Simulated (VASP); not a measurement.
# AlH (Fm-3m) in VASP: reference runs

Reference runs on AlH: the cell as given and a disturbed copy, then over a range of volumes.

All numbers are computed with VASP 6.6.1; they aren't measurements. Logs are shortened: lines on timing, memory, paths and dates and some standing lists are left out, and cuts for length are marked.

## (1) The crystal as given

The structure is cubic, space group Fm-3m (No. 225). Conventional cell: a = 4.234 Å, b = 4.234 Å, c = 4.234 Å, α = 90.00°, β = 90.00°, γ = 90.00°. Al (site symmetry m-3m) has 6 H at 2.12 Å as nearest neighbours. H (site symmetry m-3m) has 6 Al at 2.12 Å as nearest neighbours.

The cell was built by a generator and needn't be a form met in nature.

## (2) Single point, PBE

Contents of INCAR:

```
SYSTEM = AlH
PREC = Accurate
ENCUT = 520
EDIFF = 1E-7
ISMEAR = -1
SIGMA = 0.05
LREAL = .FALSE.
LASPH = .TRUE.
NELM = 60
ALGO = Normal
ISIF = 2
LWAVE = .FALSE.
LCHARG = .FALSE.
GGA = PE
NBANDS = 9
```

Contents of KPOINTS:

```
regular mesh
0
G
  11 11 11
  0 0 0
```

Contents of POSCAR:

```
AlH
1.0
    0.0000000000      2.1168000000      2.1168000000
    2.1168000000      0.0000000000      2.1168000000
    2.1168000000      2.1168000000      0.0000000000
Al H
1 1
Direct
    0.0000000000      0.0000000000      0.0000000000
    0.5000000000      0.5000000000      0.5000000000
```

Potentials or basis: VASP PAW PBE potentials, release 64 (Al, H).

Command:

```console
> cat potpaw_PBE.64/Al/POTCAR potpaw_PBE.64/H/POTCAR > POTCAR
> mpirun -np 1 vasp_std > vasp.out
```

OUTCAR:

```text
SYSTEM = AlH
   PREC = Accurate
   ENCUT = 520
   EDIFF = 1E-7
   ISMEAR = -1
   LREAL = .FALSE.
   LASPH = .TRUE.
   NELM = 60
   ISIF = 2
   GGA = PE

 ion  position               nearest neighbor table
   1  0.000  0.000  0.000-   2 2.12   2 2.12   2 2.12   2 2.12   2 2.12   2 2.12
   2  0.500  0.500  0.500-   1 2.12   1 2.12   1 2.12   1 2.12   1 2.12   1 2.12

  LATTYP: Found a face centered cubic cell.
 ALAT       =     4.2336000000

  Lattice vectors:

 A1 = (   0.0000000000,   2.1168000000,   2.1168000000)
 A2 = (   2.1168000000,   0.0000000000,   2.1168000000)
 A3 = (   2.1168000000,   2.1168000000,   0.0000000000)

Analysis of symmetry for initial positions (statically):
=====================================================================
 Subroutine PRICEL returns:
 Original cell was already a primitive cell.

 Routine SETGRP: Setting up the symmetry group for a
 face centered cubic supercell.

 Subroutine GETGRP returns: Found 48 space group operations
 (whereof 48 operations were pure point group operations)
 out of a pool of 48 trial point group operations.

The static configuration has the point symmetry O_h .

Analysis of symmetry for dynamics (positions and initial velocities):
=====================================================================
 Subroutine PRICEL returns:
 Original cell was already a primitive cell.

 Routine SETGRP: Setting up the symmetry group for a
 face centered cubic supercell.

 Subroutine GETGRP returns: Found 48 space group operations
 (whereof 48 operations were pure point group operations)
 out of a pool of 48 trial point group operations.

The dynamic configuration has the point symmetry O_h .

 Subroutine INISYM returns: Found 48 space group operations
 (whereof 48 operations are pure point group operations),
 and found     1 'primitive' translations

----------------------------------------------------------------------------------------

                                     Primitive cell

  volume of cell :      18.9701

  direct lattice vectors                    reciprocal lattice vectors
     0.000000000  2.116800000  2.116800000    -0.236205593  0.236205593  0.236205593
     2.116800000  0.000000000  2.116800000     0.236205593 -0.236205593  0.236205593
     2.116800000  2.116800000  0.000000000     0.236205593  0.236205593 -0.236205593

  length of vectors
     2.993607269  2.993607269  2.993607269     0.409120089  0.409120089  0.409120089

  position of ions in fractional coordinates (direct lattice)
     0.000000000  0.000000000  0.000000000
     0.500000000  0.500000000  0.500000000

  ion indices of the primitive-cell ions
   primitive index   ion index
                 1           1
                 2           2

----------------------------------------------------------------------------------------

 KPOINTS: regular mesh

Automatic generation of k-mesh.
 Grid dimensions read from file:
 generate k-points for:   11   11   11

 Generating k-lattice:

  Cartesian coordinates                     Fractional coordinates (reciprocal lattice)
    -0.021473236  0.021473236  0.021473236     0.090909091  0.000000000  0.000000000
     0.021473236 -0.021473236  0.021473236     0.000000000  0.090909091  0.000000000
     0.021473236  0.021473236 -0.021473236     0.000000000  0.000000000  0.090909091

  Length of vectors
     0.037192735  0.037192735  0.037192735

  Shift w.r.t. Gamma in fractional coordinates (k-lattice)
     0.000000000  0.000000000  0.000000000

 Subroutine IBZKPT returns following result:
 ===========================================

 Found     56 irreducible k-points:

 Following reciprocal coordinates:
            Coordinates               Weight
  0.000000  0.000000  0.000000      1.000000
  0.090909  0.000000  0.000000      8.000000
  0.181818  0.000000  0.000000      8.000000
  0.272727  0.000000  0.000000      8.000000
  0.363636  0.000000  0.000000      8.000000
  0.454545  0.000000  0.000000      8.000000
[... 16 lines left out ...]
 -0.272727  0.181818  0.000000     24.000000
 -0.181818  0.181818  0.000000     12.000000
 [... further k-points ...]
   k-points           NKPTS =     56   k-points in BZ     NKDIM =     56   number of bands    NBANDS=      9
   number of dos      NEDOS =    301   number of ions     NIONS =      2
   total plane-waves  NPLWV =  13824
   dimension x,y,z NGX =    24 NGY =   24 NGZ =   24
   dimension x,y,z NGXF=    48 NGYF=   48 NGZF=   48
   ions per type =               1   1
   NGX,Y,Z   is equivalent  to a cutoff of  13.33, 13.33, 13.33 a.u.
   NGXF,Y,Z  is equivalent  to a cutoff of  26.66, 26.66, 26.66 a.u.
 SYSTEM =  AlH
   PREC   = accura    normal or accurate (medium, high low for compatibility)
   ISTART =      0    job   : 0-new  1-cont  2-samecut
   ICHARG =      2    charge: 1-file 2-atom 10-const
   ISPIN  =      1    spin polarized calculation?
   LNONCOLLINEAR =      F non collinear calculations
   LSORBIT =      F    spin-orbit coupling
   LASPH  =      T    aspherical Exc in radial PAW
   ENCUT  =  520.0 eV  38.22 Ry    6.18 a.u.   5.57  5.57  5.57*2*pi/ulx,y,z
   NELM   =     60;   NELMIN=  2; NELMDL= -5     # of ELM steps
   EDIFF  = 0.1E-06   stopping-criterion for ELM
   LREAL  =      F    real-space projection
   EDIFFG = 0.1E-05   stopping-criterion for IOM
   NSW    =      0    number of steps for IOM
   IBRION =     -1    ionic relax: 0-MD 1-quasi-New 2-CG
   NFREE  =      0    steps in history (QN), initial steepest desc. (CG)
   ISIF   =      2    stress and relaxation
   ISYM   =      2    0-nonsym 1-usesym 2-fastsym
   POTIM  = 0.5000    time-step for ionic-motion
   TEBEG  =    0.0;   TEEND  =   0.0 temperature during run
   PSTRESS=    0.0 pullay stress
   NELECT =       4.0000    total number of electrons
   NUPDOWN=      -1.0000    fix difference up-down
   EMIN   =  10.00;   EMAX   =-10.00  energy-range for DOS
   EFERMI =   0.00;   METHOD = LEGACY
   ISMEAR =    -1;   SIGMA  =   0.05  broadening in eV -4-tet -1-fermi 0-gaus
   EFERMI_NEDOS =   21; number of points for ismear=-14 and -15
   IALGO  =     38    algorithm
   IMIX   =      4    mixing-type and parameters
     AMIX     =   0.40;   BMIX     =  1.00
     AMIX_MAG =   1.60;   BMIX_MAG =  1.00
  volume/ion in A,a.u.               =       9.49        64.01
  Fermi-wavevector in a.u.,A,eV,Ry     =   0.974402  1.841354 12.918188  0.949460
  Thomas-Fermi vector in A             =   2.104859
   LORBIT       =      0    0 simple, 1 ext, 2 COOP (PROOUT), +10 PAW based schemes
   GGA     = PE    functional components
   LHFCALC =     F    Hartree Fock is set to
   AEXX    =    0.0000 exact exchange contribution
   IVDW    =     0    specifies the selected vdW correction
   LEPSILON=     F    determine dielectric tensor
   LRPA    =     F    only Hartree local field effects (RPA)
 non-spin polarized calculation
  energy-cutoff  :      520.00
  volume of cell :       18.97
 maximum number of plane-waves:       532
   NGX = 11   NGY = 11   NGZ = 11

 number of electron       4.0000000 magnetization

 Free energy of the ion-electron system (eV)
  ---------------------------------------------------
  ext. energy  EPLUGINS =         0.00000000
  ---------------------------------------------------
  free energy    TOTEN  =        -6.32746082 eV

  energy without entropy =       -6.32397706  energy(sigma->0) =       -6.32571894

 E-fermi :   7.7605     XC(G=0): -10.3989

 val. band max:        7.4087430601   @ k =   0.3636   0.1818   0.0000
 cond. band min:       7.7901914675   @ k =  -0.4545   0.2727   0.0000
 fundamental gap:      0.3814484074
 Fermi energy:         7.7605392130

 k-point     1 :       0.0000    0.0000    0.0000
  band No.  band energies     occupation
      1      -4.9882      2.00000
      2      14.9515      0.00000
      3      18.7208      0.00000
      4      18.7208      0.00000
      5      18.7208      0.00000
      6      18.8462      0.00000
      7      18.8462      0.00000
      8      18.8462      0.00000
      9      22.6881      0.00000

 k-point     2 :       0.0909    0.0000    0.0000
  band No.  band energies     occupation
      1      -4.7906      2.00000
      2      13.8009      0.00000
      3      16.5006      0.00000
      4      17.6368      0.00000
      5      17.6368      0.00000
      6      20.2758      0.00000
      7      20.2758      0.00000
      8      20.6809      0.00000
      9      23.4431      0.00000

 k-point     3 :       0.1818    0.0000    0.0000
  band No.  band energies     occupation
      1      -4.2014      2.00000
      2      10.9069      0.00000
      3      15.4954      0.00000
      4      16.8510      0.00000
      5      16.8510      0.00000
      6      21.3102      0.00000
      7      21.3102      0.00000
      8      21.4446      0.00000
      9      22.3254      0.00000

 k-point     4 :       0.2727    0.0000    0.0000
  band No.  band energies     occupation
      1      -3.2354      2.00000
      2       7.8591      0.24461
      3      14.9134      0.00000
      4      16.4252      0.00000
      5      16.4252      0.00000
      6      19.7103      0.00000
      7      19.7103      0.00000
      8      21.4926      0.00000
      9      24.4053      0.00000
[... 205 lines left out ...]
 k-point    22 :      -0.3636    0.1818    0.0000
  band No.  band energies     occupation
      1      -0.3486      2.00000
      2       4.2565      2.00000
      3       9.5969      0.00000
      4      14.7205      0.00000
      5      14.8185      0.00000
      6      20.6928      0.00000
      7      21.1296      0.00000
      8      24.7947      0.00000
      9      25.9792      0.00000

 k-point    23 :      -0.2727    0.1818    0.0000
  band No.  band energies     occupation
      1      -1.7384      2.00000
      2       6.5479      2.00000
      3       9.5625      0.00000
      4      15.6122      0.00000
      5      15.8685      0.00000
      6      20.5089      0.00000
      7      21.2423      0.00000
      8      23.2372      0.00000
      9      23.6768      0.00000

 k-point    24 :      -0.1818    0.1818    0.0000
  band No.  band energies     occupation
      1      -2.9154      2.00000
      2       8.8592      0.00000
      3      10.3541      0.00000
      4      16.4390      0.00000
      5      17.3738      0.00000
      6      20.5051      0.00000
      7      20.9694      0.00000
      8      21.4193      0.00000
      9      22.2586      0.00000

 [... further k-points ...]
[... 5 lines left out ...]
  --------------------------------------------------------------------------------------
  -------------------------------------------------------------------------------------
  Total       -0.0551513     -0.0551513     -0.0551513      0.0000000      0.0000000      0.0000000
  in kB       -4.6579700     -4.6579700     -4.6579700      0.0000000      0.0000000      0.0000000
  external PRESSURE =      -4.6579700 kB  Pullay stress =       0.0000000 kB

 VOLUME and BASIS-vectors are now :
 -----------------------------------------------------------------------------
  energy-cutoff  :      520.00
  volume of cell :       18.97
      direct lattice vectors                 reciprocal lattice vectors
     0.000000000  2.116800000  2.116800000    -0.236205593  0.236205593  0.236205593
     2.116800000  0.000000000  2.116800000     0.236205593 -0.236205593  0.236205593
     2.116800000  2.116800000  0.000000000     0.236205593  0.236205593 -0.236205593

 POSITION                                       TOTAL-FORCE (eV/Angst)
 -----------------------------------------------------------------------------------
      0.00000      0.00000      0.00000        -0.000000     -0.000000      0.000000
      2.11680      2.11680      2.11680         0.000000      0.000000     -0.000000
 -----------------------------------------------------------------------------------
    total drift:                               -0.000000     -0.000000      0.000000

  FREE ENERGIE OF THE ION-ELECTRON SYSTEM (eV)
  ---------------------------------------------------
  free  energy   TOTEN  =        -6.3274608184 eV

  energy  without entropy=       -6.3239770599  energy(sigma->0) =       -6.32571894
```

It took 3.7 s on 1 thread of Intel Xeon 6975P-C (Granite Rapids), shared host; peak memory 0.13 GiB.

What came out:

* Free energy: -6.3275 eV
* Pressure: -0.5 GPa
* Band gap on the k mesh: none (metal or under the smearing width)

## (3) Single point, PBE (atoms moved at random, drawn with an rms of 0.05 Å)

Contents of INCAR:

```
SYSTEM = AlH
ALGO = Normal
EDIFF = 1E-7
ENCUT = 520
GGA = PE
ISIF = 2
ISMEAR = -1
LASPH = .TRUE.
LCHARG = .FALSE.
LREAL = .FALSE.
LWAVE = .FALSE.
NBANDS = 9
NELM = 60
PREC = Accurate
SIGMA = 0.05
```

Contents of KPOINTS:

```
k-points
0
G
  11 11 11
  0 0 0
```

Contents of POSCAR:

```
AlH
1.0
    0.0000000000      2.1168000000      2.1168000000
    2.1168000000      0.0000000000      2.1168000000
    2.1168000000      2.1168000000      0.0000000000
Al H
1 1
Direct
   -0.0048120000      0.0205770000     -0.0014890000
    0.5138680000      0.4882840000      0.4985990000
```

Potentials or basis: VASP PAW PBE potentials, release 64 (Al, H).

Command:

```console
> cat potpaw_PBE.64/Al/POTCAR potpaw_PBE.64/H/POTCAR > POTCAR
> mpirun -np 1 vasp_std > vasp.out
```

OUTCAR:

```text
SYSTEM = AlH
   EDIFF = 1E-7
   ENCUT = 520
   GGA = PE
   ISIF = 2
   ISMEAR = -1
   LASPH = .TRUE.
   LREAL = .FALSE.
   NELM = 60
   PREC = Accurate

 ion  position               nearest neighbor table
   1  0.995  0.021  0.999-   2 2.05   2 2.08   2 2.09
   2  0.514  0.488  0.499-   1 2.05   1 2.08   1 2.09

  LATTYP: Found a face centered cubic cell.
 ALAT       =     4.2336000000

  Lattice vectors:

 A1 = (   0.0000000000,   2.1168000000,   2.1168000000)
 A2 = (   2.1168000000,   0.0000000000,   2.1168000000)
 A3 = (   2.1168000000,   2.1168000000,   0.0000000000)

Analysis of symmetry for initial positions (statically):
=====================================================================
 Subroutine PRICEL returns:
 Original cell was already a primitive cell.

 Routine SETGRP: Setting up the symmetry group for a
 face centered cubic supercell.

 Subroutine GETGRP returns: Found  1 space group operations
 (whereof  1 operations were pure point group operations)
 out of a pool of 48 trial point group operations.

The static configuration has the point symmetry C_1 .

Analysis of symmetry for dynamics (positions and initial velocities):
[... 161 lines left out ...]
 val. band max:        7.4022978767   @ k =   0.1818  -0.1818  -0.1818
 cond. band min:       7.7885052416   @ k =   0.2727   0.2727  -0.2727
 fundamental gap:      0.3862073649
 Fermi energy:         7.7633607232

 k-point     1 :       0.0000    0.0000    0.0000
  band No.  band energies     occupation
      1      -4.9913      2.00000
      2      14.8910      0.00000
      3      18.6878      0.00000
      4      18.6982      0.00000
      5      18.7509      0.00000
      6      18.8504      0.00000
      7      18.8743      0.00000
      8      18.9155      0.00000
      9      22.6833      0.00000
[... 265 lines left out ...]
 k-point    24 :       0.0909    0.0000    0.0909
  band No.  band energies     occupation
      1      -4.7280      2.00000
      2      13.8306      0.00000
      3      16.3668      0.00000
      4      16.4221      0.00000
      5      17.4471      0.00000
      6      19.5136      0.00000
      7      21.6212      0.00000
      8      21.6357      0.00000
      9      22.1715      0.00000

 [... further k-points ...]
[... 5 lines left out ...]
  --------------------------------------------------------------------------------------
  -------------------------------------------------------------------------------------
  Total       -0.0295026     -0.0415069     -0.0442782      0.0017592      0.0006933     -0.0012599
  in kB       -2.4917361     -3.5055947     -3.7396491      0.1485753      0.0585526     -0.1064073
  external PRESSURE =      -3.2456600 kB  Pullay stress =       0.0000000 kB

 VOLUME and BASIS-vectors are now :
 -----------------------------------------------------------------------------
  energy-cutoff  :      520.00
  volume of cell :       18.97
      direct lattice vectors                 reciprocal lattice vectors
     0.000000000  2.116800000  2.116800000    -0.236205593  0.236205593  0.236205593
     2.116800000  0.000000000  2.116800000     0.236205593 -0.236205593  0.236205593
     2.116800000  2.116800000  0.000000000     0.236205593  0.236205593 -0.236205593

 POSITION                                       TOTAL-FORCE (eV/Angst)
 -----------------------------------------------------------------------------------
      2.15721      4.22026      2.15017        -0.020626      0.010683     -0.007521
      2.08903      2.14319      2.12136         0.020626     -0.010683      0.007521
 -----------------------------------------------------------------------------------
    total drift:                               -0.000003      0.000006      0.000000

  FREE ENERGIE OF THE ION-ELECTRON SYSTEM (eV)
  ---------------------------------------------------
  free  energy   TOTEN  =        -6.3264822626 eV

  energy  without entropy=       -6.3229928251  energy(sigma->0) =       -6.32473754
```

OSZICAR:

```text
N       E                     dE             d eps       ncg     rms          rms(c)
DAV:   1    -0.295906021610E+01   -0.29591E+01   -0.15044E+03 12084   0.315E+02
DAV:   2    -0.643851482652E+01   -0.34795E+01   -0.33702E+01 16363   0.390E+01
DAV:   3    -0.649826110041E+01   -0.59746E-01   -0.59636E-01 14721   0.425E+00
DAV:   4    -0.649842999385E+01   -0.16889E-03   -0.16889E-03 16646   0.231E-01
DAV:   5    -0.649843070284E+01   -0.70899E-06   -0.70935E-06 14717   0.109E-02    0.211E+00
DAV:   6    -0.636772639107E+01    0.13070E+00   -0.13751E-01 13280   0.132E+00    0.103E+00
DAV:   7    -0.632697808416E+01    0.40748E-01   -0.12446E-01 14059   0.133E+00    0.215E-01
DAV:   8    -0.632649087894E+01    0.48721E-03   -0.28043E-03 14547   0.354E-01    0.307E-02
DAV:   9    -0.632648024195E+01    0.10637E-04   -0.43203E-05 16697   0.292E-02    0.200E-02
DAV:  10    -0.632648217214E+01   -0.19302E-05   -0.29113E-06 15159   0.118E-02    0.476E-03
DAV:  11    -0.632648226257E+01   -0.90425E-07   -0.43739E-07 13433   0.256E-03
   1 F= -.63264823E+01 E0= -.63247375E+01  d E =-.348944E-02
```

Run time: 27 s. Hardware: 1 thread of Intel Xeon 6975P-C (Granite Rapids), shared host; peak memory 0.23 GiB.

What came out:

```
Free energy            : -6.3265 eV
Pressure               : -0.3 GPa
Largest force          : 0.024 eV/Å
Band gap on the k mesh : none (metal or under the smearing width)
```

Forces on the atoms (eV/Å):
```
Al  -0.021  0.011 -0.008
H    0.021 -0.011  0.008
```

## (4) Equation of state, PBE, 8.92 Å³/atom (volume scaled by 0.94)

Contents of INCAR:

```
  PREC = Accurate
  ENCUT = 520
  EDIFF = 1E-7
  ISMEAR = -1
  SIGMA = 0.05
  LREAL = F
  LASPH = T
  NELM = 80
  ALGO = Normal
  ISIF = 2
  LWAVE = F
  LCHARG = F
  GGA = PE
  NBANDS = 9
```

Contents of KPOINTS:

```
regular mesh
0
Gamma
  11 11 11
```

Contents of POSCAR:

```
AlH
1.0
    0.0000000000      2.0735878749      2.0735878749
    2.0735878749      0.0000000000      2.0735878749
    2.0735878749      2.0735878749      0.0000000000
Al H
1 1
Direct
    0.0000000000      0.0000000000      0.0000000000
    0.5000000000      0.5000000000      0.5000000000
```

Command:

```console
> cat potpaw_PBE.64/Al/POTCAR potpaw_PBE.64/H/POTCAR > POTCAR
> mpirun -np 1 vasp_std > vasp.out
```

Wall time 3.7 s (1 thread of Intel Xeon 6975P-C (Granite Rapids), shared host); peak memory 0.13 GiB.

Results (log left out):

- Free energy: -6.3118 eV
- Pressure: 5.0 GPa
- Band gap on the k mesh: none (metal or under the smearing width)

(Part 1 of 2 ends here.)
